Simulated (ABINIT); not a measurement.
# CdSe (F-43m) in ABINIT: settings compared

Aim: see how the results for CdSe move with the level of theory and the settings. Levels: SCAN, revPBE, PW91. Tasks: single point.

Everything below comes from runs of ABINIT 10.8.3 (patched build). Logs are shortened: lines on timing, memory, paths and dates and some standing lists are left out, and cuts for length are marked. The log counts tension as positive stress, the text compression.

## (1) Starting point

Symmetry: F-43m, No. 216, cubic system. The conventional cell has a = 6.141 Å, b = 6.141 Å, c = 6.141 Å, α = 90.00°, β = 90.00°, γ = 90.00°. Cd (site symmetry -43m) has 4 Se at 2.66 Å as nearest neighbours. Se (site symmetry -43m) is surrounded by 4 Cd at 2.66 Å.

Measurements of this composition are mostly on another form, of space group No. 186.

## (2) Single point, SCAN

run.abi

```
# Pseudopotentials
pp_dirpath "./"
pseudos "Cd.GGA_PBE-JTH.xml, Se.GGA_PBE-JTH.xml"

# Structure
acell 3*1.0
rprim
     0.0000000000     5.8019716937     5.8019716937
     5.8019716937     0.0000000000     5.8019716937
     5.8019716937     5.8019716937     0.0000000000
ntypat 2
znucl 48 34
natom 2
typat 1 2
xred
     0.0000000000     0.0000000000     0.0000000000
     0.2500000000     0.2500000000     0.2500000000

# Plane-wave basis
ecut 26.0
pawecutdg 48.0

# k points
kptopt 1
ngkpt 8 8 8
nshiftk 1
shiftk 0.0 0.0 0.0

# Exchange and correlation
ixc -263267
usekden 1
pawxcdev 0

# Bands and occupations
nband 13
occopt 3
tsmear 0.05 eV

# SCF cycle
nstep 100
tolvrs 1.0e-7

# Output
iomode 3
prtwf 0
prtden 0
prteig 0
prtebands 0
enunit 2
```

Potentials or basis: JTH PAW PBE v2.0.

On the command line:

```sh
> abinit run.abi > log 2>&1
```

run.abo:

```text
.Version 10.8.3 of ABINIT
 Symmetries : space group F-4 3 m (#216); Bravais cF (face-center cubic)
================================================================================
 Values of the parameters that define the memory need of the present run
     intxc =       0    ionmov =       0      iscf =      17    lmnmax =      18
     lnmax =       6     mgfft =      40  mpssoang =       3    mqgrid =    3001
     natom =       2  nloc_mem =       2    nspden =       1   nspinor =       1
    nsppol =       1      nsym =      24    n1xccc =       1    ntypat =       2
    occopt =       3   xclevel =       2
       mpw =        2502          nfft =       64000          nkpt =          29
 PAW method is used; the additional fine FFT grid is defined by:
   mgfftf=        54    nfftf =    157464
================================================================================
================================================================================

--------------------------------------------------------------------------------
------------- Echo of variables that govern the present computation ------------
--------------------------------------------------------------------------------
 -outvars: echo values of preprocessed input variables --------
            acell      1.0000000000E+00  1.0000000000E+00  1.0000000000E+00 Bohr
              amu      1.12411000E+02  7.89600000E+01
             ecut      2.60000000E+01 Hartree
           enunit           2
              ixc     -263267
         kptrlatt        8    0    0      0    8    0      0    0    8
          kptrlen      6.56418165E+01
            natom           2
            nband          13
            ngfft          40      40      40
          ngfftdg          54      54      54
             nkpt          29
            nstep         100
             nsym          24
           ntypat           2
           occopt           3
        pawecutdg      4.80000000E+01 Hartree
         pawxcdev           0
           prtden           0
        prtebands           0
           prteig           0
          prtkden           1
            prtwf           0
            rprim      0.0000000000E+00  5.8019716937E+00  5.8019716937E+00
                       5.8019716937E+00  0.0000000000E+00  5.8019716937E+00
                       5.8019716937E+00  5.8019716937E+00  0.0000000000E+00
          spgroup         216
           tolvrs      1.00000000E-07
           tsmear      1.83746611E-03 Hartree
            typat      1  2
          usekden           1
           useylm           1
           xangst      0.0000000000E+00  0.0000000000E+00  0.0000000000E+00
                       1.5351355983E+00  1.5351355983E+00  1.5351355983E+00
            xcart      0.0000000000E+00  0.0000000000E+00  0.0000000000E+00
                       2.9009858468E+00  2.9009858468E+00  2.9009858468E+00
             xred      0.0000000000E+00  0.0000000000E+00  0.0000000000E+00
                       2.5000000000E-01  2.5000000000E-01  2.5000000000E-01
            znucl       48.00000   34.00000

================================================================================

 chkinp: Checking input parameters for consistency.

================================================================================
== DATASET  1 ==================================================================

--- !DatasetInfo
iteration_state: {dtset: 1, }
dimensions: {natom: 2, nkpt: 29, mband: 13, nsppol: 1, nspinor: 1, nspden: 1, mpw: 2502, }
cutoff_energies: {ecut:  26.0, pawecutdg:  48.0, }
electrons: {nelect:   1.80000000E+01, charge:   0.00000000E+00, occopt:   3.00000000E+00, tsmear:   1.83746611E-03, }
meta: {optdriver: 0, ionmov: 0, optcell: 0, iscf: 17, paral_kgb: 0, }
...

 Real(R)+Recip(G) space primitive vectors, cartesian coordinates (Bohr,Bohr^-1):
 R(1)=  0.0000000  5.8019717  5.8019717  G(1)= -0.0861776  0.0861776  0.0861776
 R(2)=  5.8019717  0.0000000  5.8019717  G(2)=  0.0861776 -0.0861776  0.0861776
 R(3)=  5.8019717  5.8019717  0.0000000  G(3)=  0.0861776  0.0861776 -0.0861776
 Unit cell volume ucvol=  3.9062210E+02 bohr^3
 Angles (23,13,12)=  6.00000000E+01  6.00000000E+01  6.00000000E+01 degrees

 Coarse grid specifications (used for wave-functions):

 getcut: wavevector=  0.0000  0.0000  0.0000  ngfft=  40  40  40
         ecut(hartree)=     26.000   => boxcut(ratio)=   2.12382

 Fine grid specifications (used for densities):

 getcut: wavevector=  0.0000  0.0000  0.0000  ngfft=  54  54  54
         ecut(hartree)=     48.000   => boxcut(ratio)=   2.11089

--- Pseudopotential description ------------------------------------------------
- pspini: atom type   1  psp file is ./Cd.GGA_PBE-JTH.xml
 Pseudopotential format is: paw10
 basis_size (lnmax)=  6 (lmn_size= 18), orbitals=   0   0   1   1   2   2
 Spheres core radius: rc_sph= 2.50233826
 Shapefunction is BESSEL type: shapef(r,l)=aa(1,l)*jl(q(1,l)*r)+aa(2,l)*jl(q(2,l)*r)
 Radius for shape functions =  2.31074885
 Compensation charge density is not taken into account in XC energy/potential

- pspini: atom type   2  psp file is ./Se.GGA_PBE-JTH.xml
 Pseudopotential format is: paw10
 basis_size (lnmax)=  4 (lmn_size=  8), orbitals=   0   0   1   1
 Spheres core radius: rc_sph= 2.21132333
 Shapefunction is BESSEL type: shapef(r,l)=aa(1,l)*jl(q(1,l)*r)+aa(2,l)*jl(q(2,l)*r)
 Radius for shape functions =  2.00656599
 Compensation charge density is not taken into account in XC energy/potential

   1.02651429E+03                                ecore*ucvol(ha*bohr**3)
--------------------------------------------------------------------------------

================================================================================

--- !BeginCycle
iteration_state: {dtset: 1, }
solver: {iscf: 17, nstep: 100, nline: 4, wfoptalg: 10, }
tolerances: {tolvrs: 1.00E-07, }
...

     iter   Etot(hartree)      deltaE(h)  residm     nres2
 ETOT  1  -29.378554872679    -2.938E+01 2.744E-01 4.213E+01
 ETOT  2  -29.227450932410     1.511E-01 5.057E-02 1.078E+01
 ETOT  3  -29.221571498816     5.879E-03 7.801E-02 4.526E+00
 ETOT  4  -29.228696993973    -7.125E-03 2.131E-02 4.754E-02
 ETOT  5  -29.228722324049    -2.533E-05 8.714E-03 6.961E-03
 ETOT  6  -29.228746018931    -2.369E-05 2.327E-02 7.026E-04
 ETOT  7  -29.228744036197     1.983E-06 1.965E-03 1.823E-04
 ETOT  8  -29.228744298686    -2.625E-07 7.936E-04 2.473E-05
 ETOT  9  -29.228744328376    -2.969E-08 1.411E-03 1.693E-06
 ETOT 10  -29.228744331852    -3.476E-09 6.630E-04 7.966E-08

 At SCF step   10       nres2   =  7.97E-08 < tolvrs=  1.00E-07 =>converged.

Result for kinetic energy density :

--------------------------------------------------------------------------------
 Total kinetic energy density [Ha/Bohr^3]
)     Maximum=    9.2309E-01  at reduced coord.    0.0185    0.0741    0.9074
)     Minimum=    5.3580E-04  at reduced coord.    0.7593    0.7407    0.7407
   Integrated=    1.6372E+01
--------------------------------------------------------------------------------

 Cartesian components of stress tensor (hartree/bohr^3)
  sigma(1 1)=  3.71073116E-05  sigma(3 2)=  0.00000000E+00
  sigma(2 2)=  3.71073116E-05  sigma(3 1)=  0.00000000E+00
  sigma(3 3)=  3.71073116E-05  sigma(2 1)=  0.00000000E+00

--- !ResultsGS
iteration_state: {dtset: 1, }
comment   : Summary of ground state results
lattice_vectors:
- [  0.0000000,   5.8019717,   5.8019717, ]
- [  5.8019717,   0.0000000,   5.8019717, ]
- [  5.8019717,   5.8019717,   0.0000000, ]
lattice_lengths: [   8.20523,    8.20523,    8.20523, ]
lattice_angles: [ 60.000,  60.000,  60.000, ] # degrees, (23, 13, 12)
lattice_volume:   3.9062210E+02
convergence: {deltae: -3.476E-09, res2:  7.966E-08, residm:  6.630E-04, diffor: null, }
etotal    :  -2.92287443E+01
entropy   :   0.00000000E+00
fermie    :   5.04975212E-02
cartesian_stress_tensor: # hartree/bohr^3
- [  3.71073116E-05,   0.00000000E+00,   0.00000000E+00, ]
- [  0.00000000E+00,   3.71073116E-05,   0.00000000E+00, ]
- [  0.00000000E+00,   0.00000000E+00,   3.71073116E-05, ]
pressure_GPa:  -1.0917E+00
xred      :
- [  0.0000E+00,   0.0000E+00,   0.0000E+00, Cd]
- [  2.5000E-01,   2.5000E-01,   2.5000E-01, Se]
cartesian_forces: # hartree/bohr
- [  3.71273128E-28,   3.71273128E-28,  -1.11381938E-27, ]
- [ -3.71273128E-28,  -3.71273128E-28,   1.11381938E-27, ]
force_length_stats: {min:   1.23137366E-27, max:   1.23137366E-27, mean:   1.23137366E-27, }
...

 Integrated electronic density in atomic spheres:
 ------------------------------------------------
 Atom  Sphere_radius  Integrated_density
    1        2.50234         10.42799229
    2        2.21132          3.97618684

================================================================================

 ----iterations are completed or convergence reached----

 Mean square residual over all n,k,spin=   12.839E-06; max=  66.300E-05
 reduced coordinates (array xred) for    2 atoms
       0.000000000000      0.000000000000      0.000000000000
       0.250000000000      0.250000000000      0.250000000000
 rms dE/dt=  6.0928E-27; max dE/dt=  8.6165E-27; dE/dt below (all hartree)
    1       0.000000000000      0.000000000000      0.000000000000
    2      -0.000000000000     -0.000000000000      0.000000000000

 cartesian coordinates (angstrom) at end:
    1      0.00000000000000     0.00000000000000     0.00000000000000
    2      1.53513559826371     1.53513559826371     1.53513559826371

 cartesian forces (hartree/bohr) at end:
    1      0.00000000000000     0.00000000000000    -0.00000000000000
    2     -0.00000000000000    -0.00000000000000     0.00000000000000
 frms,max,avg= 7.1093391E-28 1.1138194E-27   0.000E+00  0.000E+00  0.000E+00 h/b

 cartesian forces (eV/Angstrom) at end:
    1      0.00000000000000     0.00000000000000    -0.00000000000000
    2     -0.00000000000000    -0.00000000000000     0.00000000000000
 frms,max,avg= 3.6557692E-26 5.7274896E-26   0.000E+00  0.000E+00  0.000E+00 e/A
 length scales=  1.000000000000  1.000000000000  1.000000000000 bohr
              =  0.529177210544  0.529177210544  0.529177210544 angstroms
 Fermi (or HOMO) energy (hartree) =   0.05050   Average Vxc (hartree)=  -0.33801
 Eigenvalues (hartree) for nkpt=  29  k points:
 kpt#   1, nband= 13, wtk=  0.00195, kpt=  0.0000  0.0000  0.0000 (reduced coord)
  -0.44124   -0.26140   -0.26140   -0.26140   -0.24748   -0.24748    0.03376    0.03376
   0.03376    0.06434    0.26942    0.26942    0.27079
      occupation numbers for kpt#   1
   2.00000    2.00000    2.00000    2.00000    2.00000    2.00000    1.99978    1.99978
   1.99978    0.00107    0.00000    0.00000    0.00000
 prteigrs : prtvol=0 or 1, do not print more k-points.

 Fermi (or HOMO) energy (eV) =   1.37411   Average Vxc (eV)=  -9.19774
 Eigenvalues (   eV  ) for nkpt=  29  k points:
 kpt#   1, nband= 13, wtk=  0.00195, kpt=  0.0000  0.0000  0.0000 (reduced coord)
 -12.00663   -7.11315   -7.11315   -7.11315   -6.73436   -6.73436    0.91856    0.91856
   0.91856    1.75066    7.33122    7.33122    7.36859
 prteigrs : prtvol=0 or 1, do not print more k-points.

--- !EnergyTerms
iteration_state     : {dtset: 1, }
comment             : Components of total free energy in Hartree
kinetic             :  1.63721743885755E+01
hartree             :  1.51379511557186E+01
xc                  : -9.03457920606261E+00
Ewald energy        : -4.05359592690717E+01
psp_core            :  2.62789607642064E+00
local_psp           : -4.55455240146211E+01
PAW spherical_terms :  3.17492590002077E+01
internal            : -2.92287818688329E+01
'-kT*entropy'       : -7.56587273871841E-08
total_energy        : -2.92287819444916E+01
total_energy_eV     : -7.95355674991118E+02
...

--- !EnergyTermsDC
iteration_state     : {dtset: 1, }
comment             : '"Double-counting" decomposition of free energy'
band_energy         : -3.60736490403293E+00
Ewald energy        : -4.05359592690717E+01
psp_core            :  2.62789607642064E+00
xc_dc               : -1.65892927899647E+01
PAW spherical_terms :  2.88759766304558E+01
internal            : -2.92287442561930E+01
'-kT*entropy'       : -7.56587273871841E-08
total_energy_dc     : -2.92287443318517E+01
total_energy_dc_eV  : -7.95354651499044E+02
...

--- !EnergyTermsWithPAWCore
iteration_state     : {dtset: 1, }
comment             : 'Components of total free energy, including PAW core contributions'
Total energy        : -8.02627431820222E+03
Total energy DC     : -8.02627428058958E+03
Total energy (eV)   : -2.18406050588798E+05
Total energy DC (eV): -2.18406049565306E+05
...

 Cartesian components of stress tensor (hartree/bohr^3)
  sigma(1 1)=  3.71073116E-05  sigma(3 2)=  0.00000000E+00
  sigma(2 2)=  3.71073116E-05  sigma(3 1)=  0.00000000E+00
  sigma(3 3)=  3.71073116E-05  sigma(2 1)=  0.00000000E+00

-Cartesian components of stress tensor (GPa)         [Pressure= -1.0917E+00 GPa]
- sigma(1 1)=  1.09173480E+00  sigma(3 2)=  0.00000000E+00
- sigma(2 2)=  1.09173480E+00  sigma(3 1)=  0.00000000E+00
- sigma(3 3)=  1.09173480E+00  sigma(2 1)=  0.00000000E+00

== END DATASET(S) ==============================================================
================================================================================

 -outvars: echo values of variables after computation  --------
            acell      1.0000000000E+00  1.0000000000E+00  1.0000000000E+00 Bohr
           etotal     -2.9228744332E+01
            fcart      3.7127312787E-28  3.7127312787E-28 -1.1138193836E-27
                      -3.7127312787E-28 -3.7127312787E-28  1.1138193836E-27
            rprim      0.0000000000E+00  5.8019716937E+00  5.8019716937E+00
                       5.8019716937E+00  0.0000000000E+00  5.8019716937E+00
                       5.8019716937E+00  5.8019716937E+00  0.0000000000E+00
           strten      3.7107311601E-05  3.7107311601E-05  3.7107311601E-05
                       0.0000000000E+00  0.0000000000E+00  0.0000000000E+00
           xangst      0.0000000000E+00  0.0000000000E+00  0.0000000000E+00
                       1.5351355983E+00  1.5351355983E+00  1.5351355983E+00
             xred      0.0000000000E+00  0.0000000000E+00  0.0000000000E+00
                       2.5000000000E-01  2.5000000000E-01  2.5000000000E-01
 Calculation completed.
```

It took 1.9 min on 1 thread of Arm Neoverse V1, shared host; peak memory 0.2 GiB.

Results:

```
Free energy                                           : -795.3547 eV
Pressure                                              : -1.1 GPa
Band gap on the k mesh                                : 0.83 eV, direct
Valence electrons inside the program's atomic spheres : Cd 10.43; Se 3.98
```

Levels at points of the mesh, in eV from the valence-band top:
| k point | band 7 | band 8 | band 9 | band 10 | band 11 | band 12 |
| --- | --- | --- | --- | --- | --- | --- |
| (0.00, 0.00, 0.00) | 0.00 | 0.00 | 0.00 | 0.83 | 6.41 | 6.41 |
| (0.50, 0.00, 0.00) | -4.29 | -0.72 | -0.72 | 2.63 | 6.89 | 6.89 |
| (0.50, 0.50, 0.00) | -4.00 | -1.80 | -1.80 | 3.46 | 3.93 | 7.74 |

Caveat: totals of a meta-GGA on PAW files have another zero than those of a GGA; the PAW data sets were made with another functional, which shifts forces and pressure a little.

(Part 1 of 2 ends here.)
